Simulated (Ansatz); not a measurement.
# Calculated electric field gradients for SnS₂ at a changed volume

The cell is a COD entry, relaxed with PBE at fixed cell and then changed (volume scaled by 0.98, ions relaxed).

```xyz
3
Lattice="3.5808 0.0000 0.0000 -1.7904 3.1011 0.0000 0.0000 0.0000 5.4234" Properties=species:S:1:pos:R:3 pbc="T T T"
Sn    0.0000    0.0000    0.0000
S     1.7904    1.0337    3.9376
S     0.0000    2.0674    1.4857
```

Atom numbers follow the list; atoms alike are taken as one site, whose name carries the number of the first.

Level of theory: DFT, PBE, plane waves and PAW, scalar-relativistic, 420 eV cutoff, Γ-centred 14×14×8 k-points, Fermi–Dirac smearing 0.02 eV (Ansatz 0.2.0).

Conventions: |V_zz| ≥ |V_yy| ≥ |V_xx|, η = (V_xx − V_yy)/V_zz, C_Q = eQV_zz/h.

³³S: I = 3/2, Q = -69.40 mb. Quadrupole moments are those of Pyykkö's year-2017 table.

```tsv
site	atoms (order as listed)	first shell	V_zz (10²¹ V/m²)	η	C_Q (MHz)
Sn	1	6 S at 2.55 Å	0.64	0.00	–
S	2, 3	3 Sn at 2.55 Å	-2.96	0.00	4.96
```

An axis of threefold or higher order runs through Sn and S, so V_zz lies along it and η is zero.

Sn has no stable isotope with a ground-state quadrupole moment in the table, so no C_Q is given.

Without spin–orbit coupling (the program notes it for Sn) the gradients can shift somewhat, as the gap is small. At this changed cell the PBE pressure is 9 GPa.
